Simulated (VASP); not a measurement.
# Pt (Im-3m) in VASP: further runs

Aim: see how the results for Pt move with the level of theory and the settings. Levels: PBEsol, r2SCAN. Tasks: single point.

Everything below comes from runs of VASP 6.6.1. Logs are shortened: lines on timing, memory, paths and dates and some standing lists are left out, and cuts for length are marked.

## Step 1: The crystal as given

The structure is cubic, space group Im-3m (No. 229). Conventional cell: a = 3.120 Å, b = 3.120 Å, c = 3.120 Å, α = 90.00°, β = 90.00°, γ = 90.00°. Pt (site symmetry m-3m) is surrounded by 8 Pt at 2.70 Å.

This isn't the form of Pt at room conditions, which is fcc.

## Step 2: Single point, PBEsol

Input file INCAR:

```
SYSTEM = Pt
ALGO = Normal ; EDIFF = 1E-7
ENCUT = 700 ; GGA = PS
ISIF = 2 ; ISMEAR = 0
LASPH = .True. ; LCHARG = .False.
LREAL = .False. ; LWAVE = .False.
NELM = 80 ; PREC = Accurate
SIGMA = 0.1
```

Input file KPOINTS:

```
k-points
0
Gamma
  18 18 18
  0 0 0
```

Input file POSCAR:

```
Pt
1.0
   -1.5598900000      1.5598900000      1.5598900000
    1.5598900000     -1.5598900000      1.5598900000
    1.5598900000      1.5598900000     -1.5598900000
Pt
1
Direct
    0.0000000000      0.0000000000      0.0000000000
```

Potentials or basis: VASP PAW PBE potentials, release 64 (Pt).

Launch:

```sh
cat potpaw_PBE.64/Pt/POTCAR > POTCAR
mpirun -np 1 vasp_std > vasp.out
```

OUTCAR:

```text
SYSTEM = Pt
   EDIFF = 1E-7
   ENCUT = 700
   GGA = PS
   ISIF = 2
   ISMEAR = 0
   LASPH = .True.
   LREAL = .False.
   NELM = 80
   PREC = Accurate

 ion  position               nearest neighbor table
   1  0.000  0.000  0.000-

  LATTYP: Found a body centered cubic cell.
 ALAT       =     3.1197800000

  Lattice vectors:

 A1 = (  -1.5598900000,   1.5598900000,   1.5598900000)
 A2 = (   1.5598900000,  -1.5598900000,   1.5598900000)
 A3 = (   1.5598900000,   1.5598900000,  -1.5598900000)

Analysis of symmetry for initial positions (statically):
=====================================================================
 Subroutine PRICEL returns:
 Original cell was already a primitive cell.

 Routine SETGRP: Setting up the symmetry group for a
 body centered cubic supercell.

 Subroutine GETGRP returns: Found 48 space group operations
 (whereof 48 operations were pure point group operations)
 out of a pool of 48 trial point group operations.

The static configuration has the point symmetry O_h .

Analysis of symmetry for dynamics (positions and initial velocities):
=====================================================================
 Subroutine PRICEL returns:
 Original cell was already a primitive cell.

 Routine SETGRP: Setting up the symmetry group for a
 body centered cubic supercell.

 Subroutine GETGRP returns: Found 48 space group operations
 (whereof 48 operations were pure point group operations)
 out of a pool of 48 trial point group operations.

The dynamic configuration has the point symmetry O_h .

 Subroutine INISYM returns: Found 48 space group operations
 (whereof 48 operations are pure point group operations),
 and found     1 'primitive' translations

----------------------------------------------------------------------------------------

                                     Primitive cell

  volume of cell :      15.1825

  direct lattice vectors                    reciprocal lattice vectors
    -1.559890000  1.559890000  1.559890000     0.000000000  0.320535422  0.320535422
     1.559890000 -1.559890000  1.559890000     0.320535422  0.000000000  0.320535422
     1.559890000  1.559890000 -1.559890000     0.320535422  0.320535422  0.000000000

  length of vectors
     2.701808734  2.701808734  2.701808734     0.453305542  0.453305542  0.453305542
[... 74 lines left out ...]
   LNONCOLLINEAR =      F non collinear calculations
   LSORBIT =      F    spin-orbit coupling
   LASPH  =      T    aspherical Exc in radial PAW
   ENCUT  =  700.0 eV  51.45 Ry    7.17 a.u.   5.83  5.83  5.83*2*pi/ulx,y,z
   NELM   =     80;   NELMIN=  2; NELMDL= -5     # of ELM steps
   EDIFF  = 0.1E-06   stopping-criterion for ELM
   LREAL  =      F    real-space projection
   EDIFFG = 0.1E-05   stopping-criterion for IOM
   NSW    =      0    number of steps for IOM
   IBRION =     -1    ionic relax: 0-MD 1-quasi-New 2-CG
   NFREE  =      0    steps in history (QN), initial steepest desc. (CG)
   ISIF   =      2    stress and relaxation
   ISYM   =      2    0-nonsym 1-usesym 2-fastsym
   POTIM  = 0.5000    time-step for ionic-motion
   TEBEG  =    0.0;   TEEND  =   0.0 temperature during run
   PSTRESS=    0.0 pullay stress
   NELECT =      10.0000    total number of electrons
   NUPDOWN=      -1.0000    fix difference up-down
   EMIN   =  10.00;   EMAX   =-10.00  energy-range for DOS
   EFERMI =   0.00;   METHOD = LEGACY
   ISMEAR =     0;   SIGMA  =   0.10  broadening in eV -4-tet -1-fermi 0-gaus
   EFERMI_NEDOS =   21; number of points for ismear=-14 and -15
   IALGO  =     38    algorithm
   IMIX   =      4    mixing-type and parameters
     AMIX     =   0.40;   BMIX     =  1.00
     AMIX_MAG =   1.60;   BMIX_MAG =  1.00
  volume/ion in A,a.u.               =      15.18       102.46
  Fermi-wavevector in a.u.,A,eV,Ry     =   1.424385  2.691698 27.604505  2.028874
  Thomas-Fermi vector in A             =   2.544882
   LORBIT       =      0    0 simple, 1 ext, 2 COOP (PROOUT), +10 PAW based schemes
   GGA     = PS    functional components
   LHFCALC =     F    Hartree Fock is set to
   AEXX    =    0.0000 exact exchange contribution
   IVDW    =     0    specifies the selected vdW correction
   LEPSILON=     F    determine dielectric tensor
   LRPA    =     F    only Hartree local field effects (RPA)
 non-spin polarized calculation
 Gauss-broadening in eV      SIGMA  =   0.10
  energy-cutoff  :      700.00
  volume of cell :       15.18
 maximum number of plane-waves:       682
   NGX = 11   NGY = 11   NGZ = 11

 number of electron      10.0000001 magnetization

 Free energy of the ion-electron system (eV)
  ---------------------------------------------------
  ext. energy  EPLUGINS =         0.00000000
  ---------------------------------------------------
  free energy    TOTEN  =        -6.85831984 eV

  energy without entropy =       -6.85535698  energy(sigma->0) =       -6.85683841

 E-fermi :  10.7854     XC(G=0): -13.5815

 val. band max:       10.7799431310   @ k =  -0.3889   0.3889   0.2222
 cond. band min:      10.8057821278   @ k =  -0.3889   0.5000   0.0556
 fundamental gap:      0.0258389968
 Fermi energy:        10.7854179706

 k-point     1 :       0.0000    0.0000    0.0000
  band No.  band energies     occupation
      1       0.7596      2.00000
      2       7.0320      2.00000
      3       7.0320      2.00000
      4       7.0320      2.00000
      5       9.6991      2.00000
      6       9.6991      2.00000
      7      27.8140      0.00000
      8      27.8140      0.00000
      9      27.8140      0.00000
[... 265 lines left out ...]
 k-point    24 :       0.3889    0.1111    0.0000
  band No.  band energies     occupation
      1       4.1004      2.00000
      2       5.6494      2.00000
      3       8.6490      2.00000
      4       9.4865      2.00000
      5      10.4377      2.00000
      6      12.9845      0.00000
      7      18.0044      0.00000
      8      24.1538      0.00000
      9      26.3679      0.00000

 [... further k-points ...]
[... 5 lines left out ...]
  --------------------------------------------------------------------------------------
  -------------------------------------------------------------------------------------
  Total        0.0010799      0.0010799      0.0010799      0.0000000      0.0000000      0.0000000
  in kB        0.1139572      0.1139572      0.1139572      0.0000000      0.0000000      0.0000000
  external PRESSURE =       0.1139572 kB  Pullay stress =       0.0000000 kB

 VOLUME and BASIS-vectors are now :
 -----------------------------------------------------------------------------
  energy-cutoff  :      700.00
  volume of cell :       15.18
      direct lattice vectors                 reciprocal lattice vectors
    -1.559890000  1.559890000  1.559890000     0.000000000  0.320535422  0.320535422
     1.559890000 -1.559890000  1.559890000     0.320535422  0.000000000  0.320535422
     1.559890000  1.559890000 -1.559890000     0.320535422  0.320535422  0.000000000

 POSITION                                       TOTAL-FORCE (eV/Angst)
 -----------------------------------------------------------------------------------
      0.00000      0.00000      0.00000         0.000000      0.000000      0.000000
 -----------------------------------------------------------------------------------
    total drift:                                0.000000      0.000000     -0.000000

  FREE ENERGIE OF THE ION-ELECTRON SYSTEM (eV)
  ---------------------------------------------------
  free  energy   TOTEN  =        -6.8583198413 eV

  energy  without entropy=       -6.8553569823  energy(sigma->0) =       -6.85683841
```

It took 30 s on 1 thread of Intel Xeon Platinum 8375C at 2.90GHz (Ice Lake), shared host; peak memory 0.18 GiB.

What came out:

* Free energy: -6.8583 eV
* Pressure: 0.0 GPa
* Band gap on the k mesh: none (metal or under the smearing width)

Caveat: the PAW data sets were made with another functional, which shifts forces and pressure a little. Spin-orbit coupling is left out, which matters for the levels of Pt.

[end of part 1 of 2]
